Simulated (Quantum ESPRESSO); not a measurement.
# MgO2 under changes of volume

One of the cells (10.390 Å³/atom); the others are scaled copies at fixed shape and fractional positions:

```
Mg O
1.0
     1.60476    0.92651    3.49398
    -1.60476    0.92651    3.49398
     0.00000   -1.85302    3.49398
Mg O
1 2
Direct
  0.00000 0.00000 0.00000
  0.57121 0.57121 0.57121
  0.42879 0.42879 0.42879
```

The cell comes from a database or a generator and needn't be the stable form of this composition.

```yaml
Program: Quantum ESPRESSO 7.5
Functional: LDA
Potentials_or_basis: GBRV 1.5 LDA
Cutoff: 612 eV
Density_cutoff: 4898 eV
k_mesh: 10 × 10 × 10
Occupations: fermi-dirac, width 0.05 eV
Spin: no spin polarisation
```

```csv
volume (Å³/atom),energy over the lowest point (meV/atom),pressure (GPa),gap on the mesh (eV),largest force (eV/Å)
9.766,0.00,-1.4,2.62,0.102
9.974,3.43,-4.4,2.48,0.014
10.182,10.53,-7.1,2.35,0.123
10.390,20.94,-9.4,2.23,0.224
10.598,34.27,-11.6,2.11,0.319
10.805,50.25,-13.5,1.99,0.407
11.013,?,?,?,?
```

Q: What does the run at 11.013 Å³/atom give?

A: Energy over the lowest point 68.59 meV/atom; pressure -15.2 GPa; gap on the mesh 1.89 eV; largest force 0.489 eV/Å.

Worked out: A Birch-Murnaghan fit of order 3 (a polynomial in V^(-2/3)) to the other rows has its minimum at 9.69 Å³/atom, just outside them, with B0 = V·E''(V) = 151 GPa and B' = 3.9 at fixed shape and positions, which overstates the stiffness. It gives 68.69 meV/atom at 11.013 Å³/atom, against the run's 68.59, and -dE/dV = -15.1 GPa, against -15.2. A straight line through the other rows of the gap, of slope -6.19 eV per unit of ln V (its deformation potential), extrapolates to 1.87 eV, against the run's 1.89.

Energies are extrapolated to zero smearing.

A mesh can miss the band edges.
